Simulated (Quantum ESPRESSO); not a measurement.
# C (Fd-3m) in Quantum ESPRESSO: a series of runs, part 2 of 2

Quantum ESPRESSO 7.5. The steps go on from the part before.

## Step 10: Band structure, r2SCAN

Input file pw.in:

```
&CONTROL
  calculation = 'scf'
  prefix = 'pwscf'
  outdir = './tmp'
  pseudo_dir = './pseudo'
  tprnfor = .true.
  tstress = .true.
  disk_io = 'low'
/
&SYSTEM
  ibrav = 0
  nat = 2
  ntyp = 1
  ecutwfc = 88
  nbnd = 9
  input_dft = 'r2scan'
  occupations = 'smearing'
  smearing = 'fd'
  degauss = 0.00367493
  nosym = .true.
/
&ELECTRONS
  conv_thr = 1d-08
  electron_maxstep = 120
  mixing_beta = 0.5
/
ATOMIC_SPECIES
C     12.0110 C_ONCV_PBE-1.2.upf
CELL_PARAMETERS angstrom
   0.0000000000    1.7833700000    1.7833700000
   1.7833700000    0.0000000000    1.7833700000
   1.7833700000    1.7833700000    0.0000000000
ATOMIC_POSITIONS crystal
C      0.7500000000    0.7500000000    0.7500000000
C      0.5000000000    0.5000000000    0.5000000000
K_POINTS automatic
10 10 10 0 0 0
```

Input file bands.in:

```
&CONTROL
  calculation = 'bands'
  prefix = 'pwscf'
  outdir = './tmp'
  pseudo_dir = './pseudo'
  disk_io = 'low'
  verbosity = 'high'
/
&SYSTEM
  ibrav = 0
  nat = 2
  ntyp = 1
  ecutwfc = 88
  nbnd = 9
  input_dft = 'r2scan'
  occupations = 'smearing'
  smearing = 'fd'
  degauss = 0.00367493
  nosym = .true.
/
&ELECTRONS
  conv_thr = 1d-08
  electron_maxstep = 120
  mixing_beta = 0.5
  diago_full_acc = .true.
  startingwfc = 'random'
/
ATOMIC_SPECIES
C     12.0110 C_ONCV_PBE-1.2.upf
CELL_PARAMETERS angstrom
   0.0000000000    1.7833700000    1.7833700000
   1.7833700000    0.0000000000    1.7833700000
   1.7833700000    1.7833700000    0.0000000000
ATOMIC_POSITIONS crystal
C      0.7500000000    0.7500000000    0.7500000000
C      0.5000000000    0.5000000000    0.5000000000
K_POINTS crystal
60
 0.0000000000  0.0000000000  0.0000000000 1
 0.0625000000  0.0000000000  0.0625000000 1
 0.1250000000  0.0000000000  0.1250000000 1
 0.1875000000  0.0000000000  0.1875000000 1
 0.2500000000  0.0000000000  0.2500000000 1
 0.3125000000  0.0000000000  0.3125000000 1
 0.3750000000  0.0000000000  0.3750000000 1
 0.4375000000  0.0000000000  0.4375000000 1
 0.5000000000  0.0000000000  0.5000000000 1
 0.5000000000  0.0625000000  0.5625000000 1
 0.5000000000  0.1250000000  0.6250000000 1
 0.5000000000  0.1875000000  0.6875000000 1
 0.5000000000  0.2500000000  0.7500000000 1
 0.4375000000  0.3125000000  0.7500000000 1
 0.3750000000  0.3750000000  0.7500000000 1
 0.3375000000  0.3375000000  0.6750000000 1
 0.3000000000  0.3000000000  0.6000000000 1
 0.2625000000  0.2625000000  0.5250000000 1
 0.2250000000  0.2250000000  0.4500000000 1
 0.1875000000  0.1875000000  0.3750000000 1
 0.1500000000  0.1500000000  0.3000000000 1
 0.1125000000  0.1125000000  0.2250000000 1
 0.0750000000  0.0750000000  0.1500000000 1
 0.0375000000  0.0375000000  0.0750000000 1
 0.0000000000  0.0000000000  0.0000000000 1
 0.0625000000  0.0625000000  0.0625000000 1
 0.1250000000  0.1250000000  0.1250000000 1
 0.1875000000  0.1875000000  0.1875000000 1
 0.2500000000  0.2500000000  0.2500000000 1
 0.3125000000  0.3125000000  0.3125000000 1
 0.3750000000  0.3750000000  0.3750000000 1
 0.4375000000  0.4375000000  0.4375000000 1
 0.5000000000  0.5000000000  0.5000000000 1
 0.5250000000  0.4500000000  0.5250000000 1
 0.5500000000  0.4000000000  0.5500000000 1
 0.5750000000  0.3500000000  0.5750000000 1
 0.6000000000  0.3000000000  0.6000000000 1
 0.6250000000  0.2500000000  0.6250000000 1
 0.5833333333  0.2500000000  0.6666666667 1
 0.5416666667  0.2500000000  0.7083333333 1
 0.5000000000  0.2500000000  0.7500000000 1
 0.5000000000  0.2857142857  0.7142857143 1
 0.5000000000  0.3214285714  0.6785714286 1
 0.5000000000  0.3571428571  0.6428571429 1
 0.5000000000  0.3928571429  0.6071428571 1
 0.5000000000  0.4285714286  0.5714285714 1
 0.5000000000  0.4642857143  0.5357142857 1
 0.5000000000  0.5000000000  0.5000000000 1
 0.4821428571  0.4821428571  0.5357142857 1
 0.4642857143  0.4642857143  0.5714285714 1
 0.4464285714  0.4464285714  0.6071428571 1
 0.4285714286  0.4285714286  0.6428571429 1
 0.4107142857  0.4107142857  0.6785714286 1
 0.3928571429  0.3928571429  0.7142857143 1
 0.3750000000  0.3750000000  0.7500000000 1
 0.6250000000  0.2500000000  0.6250000000 1
 0.5937500000  0.1875000000  0.5937500000 1
 0.5625000000  0.1250000000  0.5625000000 1
 0.5312500000  0.0625000000  0.5312500000 1
 0.5000000000  0.0000000000  0.5000000000 1
```

Potentials or basis: SG15 PBE 1.2.

Launch:

```console
> OMP_NUM_THREADS=1 mpirun -n 2 pw.x -nk 2 -in pw.in > pw.out
> OMP_NUM_THREADS=1 mpirun -n 2 pw.x -nk 2 -in bands.in > bands.out
```

pw.out:

```text
This program is part of the open-source Quantum ESPRESSO suite
     for quantum simulation of materials; please cite
         "P. Giannozzi et al., J. Phys.:Condens. Matter 21 395502 (2009);
         "P. Giannozzi et al., J. Phys.:Condens. Matter 29 465901 (2017);
         "P. Giannozzi et al., J. Chem. Phys. 152 154105 (2020);
     in publications or presentations arising from this work. More details at

     IMPORTANT: XC functional enforced from input :
     Exchange-correlation= R2SCAN
                           (   0   0   0   0   0 497 498)
     Any further DFT definition will be discarded
     Please, verify this is what you really want

     K-points division:     npool     =       2
     Subspace diagonalization in iterative solution of the eigenvalue problem:
     a serial algorithm will be used

     G-vector sticks info
     --------------------
     sticks:   dense  smooth     PW     G-vecs:    dense   smooth      PW
     Sum         559     559    187                 8609     8609    1639

     Using Slab Decomposition

     bravais-lattice index     =            0
     lattice parameter (alat)  =       4.7660  a.u.
     unit-cell volume          =      76.5510 (a.u.)^3
     number of atoms/cell      =            2
     number of atomic types    =            1
     number of electrons       =         8.00
     number of Kohn-Sham states=            9
     kinetic-energy cutoff     =      88.0000  Ry
     charge density cutoff     =     352.0000  Ry
     scf convergence threshold =      1.0E-08
     mixing beta               =       0.5000
     number of iterations used =            8  plain     mixing
     Exchange-correlation= R2SCAN
                           (   0   0   0   0   0 497 498)

     celldm(1)=   4.766014  celldm(2)=   0.000000  celldm(3)=   0.000000
     celldm(4)=   0.000000  celldm(5)=   0.000000  celldm(6)=   0.000000

     crystal axes: (cart. coord. in units of alat)
               a(1) = (   0.000000   0.707107   0.707107 )
               a(2) = (   0.707107   0.000000   0.707107 )
               a(3) = (   0.707107   0.707107   0.000000 )

     reciprocal axes: (cart. coord. in units 2 pi/alat)
               b(1) = ( -0.707107  0.707107  0.707107 )
               b(2) = (  0.707107 -0.707107  0.707107 )
               b(3) = (  0.707107  0.707107 -0.707107 )

     PseudoPot. # 1 for C  read from file:
     C_ONCV_PBE-1.2.upf
     Pseudo is Norm-conserving, Zval =  4.0
     Generated using ONCVPSP code by D. R. Hamann
     Using radial grid of  602 points,  4 beta functions with:
                l(1) =   0
                l(2) =   0
                l(3) =   1
                l(4) =   1

     atomic species   valence    mass     pseudopotential
     C                 4.00    12.01100     C ( 1.00)

     No symmetry found

   Cartesian axes

     site n.     atom                  positions (alat units)
         1        C      tau(   1) = (   1.0606602   1.0606602   1.0606602  )
         2        C      tau(   2) = (   0.7071068   0.7071068   0.7071068  )

     number of k points=   504  Fermi-Dirac smearing, width (Ry)=  0.0037

     Number of k-points >= 100: set verbosity='high' to print them.

     Dense  grid:     8609 G-vectors     FFT dimensions: (  30,  30,  30)

     WARNING: libxc functional with ID  497 depends
      on external parameters: check the user_guide of
      QE if you need to modify them or to check their
      default values.

     WARNING: libxc functional with ID  498 depends
      on external parameters: check the user_guide of
      QE if you need to modify them or to check their
      default values.

     Initial potential from superposition of free atoms

     starting charge       7.9861, renormalised to       8.0000
     Starting wfcs are random

     Self-consistent Calculation

     iteration #  1     ecut=    88.00 Ry     beta= 0.50
     Davidson diagonalization with overlap
     ethr =  1.00E-02,  avg # of iterations =  8.4

     total energy              =     -22.73242732 Ry
     estimated scf accuracy    <       2.06040082 Ry

     iteration #  2     ecut=    88.00 Ry     beta= 0.50
     Davidson diagonalization with overlap
     ethr =  1.00E-02,  avg # of iterations =  1.0

     total energy              =     -22.74917168 Ry
     estimated scf accuracy    <       0.56558995 Ry

     iteration #  3     ecut=    88.00 Ry     beta= 0.50
     Davidson diagonalization with overlap
     ethr =  7.07E-03,  avg # of iterations =  1.0

     total energy              =     -22.75059519 Ry
     estimated scf accuracy    <       0.00294922 Ry

     iteration #  4     ecut=    88.00 Ry     beta= 0.50
     Davidson diagonalization with overlap
     ethr =  3.69E-05,  avg # of iterations =  3.3

     total energy              =     -22.75069061 Ry
     estimated scf accuracy    <       0.00036768 Ry

     iteration #  5     ecut=    88.00 Ry     beta= 0.50
     Davidson diagonalization with overlap
     ethr =  4.60E-06,  avg # of iterations =  2.5

     total energy              =     -22.75069433 Ry
     estimated scf accuracy    <       0.00000203 Ry

     iteration #  6     ecut=    88.00 Ry     beta= 0.50
     Davidson diagonalization with overlap
     ethr =  2.53E-08,  avg # of iterations =  1.8

     total energy              =     -22.75069456 Ry
     estimated scf accuracy    <       0.00000016 Ry

     iteration #  7     ecut=    88.00 Ry     beta= 0.50
     Davidson diagonalization with overlap
     ethr =  1.98E-09,  avg # of iterations =  1.4

     total energy              =     -22.75069458 Ry
     estimated scf accuracy    <       0.00000001 Ry

     iteration #  8     ecut=    88.00 Ry     beta= 0.50
     Davidson diagonalization with overlap
     ethr =  1.26E-10,  avg # of iterations =  1.7

     End of self-consistent calculation

     Number of k-points >= 100: set verbosity='high' to print the bands.

     the Fermi energy is    15.7559 ev

!    total energy              =     -22.75069458 Ry
     estimated scf accuracy    <          1.1E-09 Ry
     smearing contrib. (-TS)   =       0.00000000 Ry
     internal energy E=F+TS    =     -22.75069458 Ry

     The total energy is F=E-TS. E is the sum of the following terms:
     one-electron contribution =       7.97268101 Ry
     hartree contribution      =       1.93542270 Ry
     xc contribution           =      -7.08410978 Ry
     ewald contribution        =     -25.57468850 Ry

     convergence has been achieved in   8 iterations

     Forces acting on atoms (cartesian axes, Ry/au):

     atom    1 type  1   force =     0.00000005    0.00000005   -0.00000004
     atom    2 type  1   force =    -0.00000005   -0.00000005    0.00000004

     Total force =     0.000000     Total SCF correction =     0.000000
     SCF correction compared to forces is large: reduce conv_thr to get better values

     Computing stress (Cartesian axis) and pressure

          total   stress  (Ry/bohr**3)                   (kbar)     P=      -23.95
  -0.00016281   0.00000000   0.00000000          -23.95        0.00        0.00
   0.00000000  -0.00016281   0.00000000            0.00      -23.95        0.00
   0.00000000   0.00000000  -0.00016281            0.00        0.00      -23.95

=------------------------------------------------------------------------------=
   JOB DONE.
=------------------------------------------------------------------------------=
```

Run time: 2.2 min. Hardware: 2 MPI ranks of Intel Xeon Platinum 8259CL at 2.50GHz (Skylake/Cascade Lake), shared host; peak memory 0.18 GiB.

Results:

```yaml
Free_energy: -309.5390 eV
Pressure: -2.4 GPa
Band_gap_on_the_k_mesh: 4.30 eV, indirect (least direct gap 5.85 eV)
Band_gap_along_the_path: 4.26 eV, indirect (least direct gap 5.85 eV)
```

Levels at the corners of the path, in eV from the valence-band top:
| point | band 1 | band 2 | band 3 | band 4 | band 5 | band 6 | band 7 | band 8 | band 9 |
| --- | --- | --- | --- | --- | --- | --- | --- | --- | --- |
| Γ | -22.82 | 0.00 | 0.00 | 0.00 | 5.85 | 5.85 | 5.85 | 13.43 | 20.23 |
| X | -13.70 | -13.70 | -6.67 | -6.67 | 4.93 | 4.93 | 17.90 | 17.90 | 24.59 |
| W | -12.94 | -12.94 | -8.72 | -8.72 | 11.28 | 11.28 | 12.81 | 12.81 | 22.63 |
| K | -14.02 | -12.60 | -9.75 | -5.68 | 5.90 | 11.27 | 15.24 | 16.48 | 19.73 |
| Γ | -22.82 | 0.00 | 0.00 | 0.00 | 5.85 | 5.85 | 5.85 | 13.43 | 20.23 |
| L | -16.89 | -14.10 | -2.98 | -2.98 | 8.89 | 8.90 | 8.90 | 16.71 | 23.20 |
| U | -14.02 | -12.60 | -9.75 | -5.68 | 5.90 | 11.27 | 15.24 | 16.48 | 19.73 |
| W | -12.94 | -12.94 | -8.72 | -8.72 | 11.28 | 11.28 | 12.81 | 12.81 | 22.63 |
| L | -16.89 | -14.10 | -2.98 | -2.98 | 8.89 | 8.90 | 8.90 | 16.71 | 23.20 |
| K | -14.02 | -12.60 | -9.75 | -5.68 | 5.90 | 11.27 | 15.24 | 16.48 | 19.73 |
| U | -14.02 | -12.60 | -9.75 | -5.68 | 5.90 | 11.27 | 15.24 | 16.48 | 19.73 |
| X | -13.70 | -13.70 | -6.67 | -6.67 | 4.93 | 4.93 | 17.90 | 17.90 | 24.59 |

Caveat: the potentials were made for another functional, which shifts forces and pressure. r2SCAN opens gaps a little over a GGA but as a rule still falls short of measured ones.

## Step 11: Comparison with measurements

Step 9. Against the measured bulk modulus of C, 444.8 GPa (quoted in “Equation of state of cubic boron nitride at high pressures and temperatures”, 2007, arxiv:cond-mat/0702656), the calculated 443 GPa is off by -0.3 %. 3 values of this kind are on record (442 to 444.8 GPa); this one was drawn at random among those near their median, those with a stated uncertainty first. The fit is for a static lattice scaled at fixed shape and fixed fractional positions.
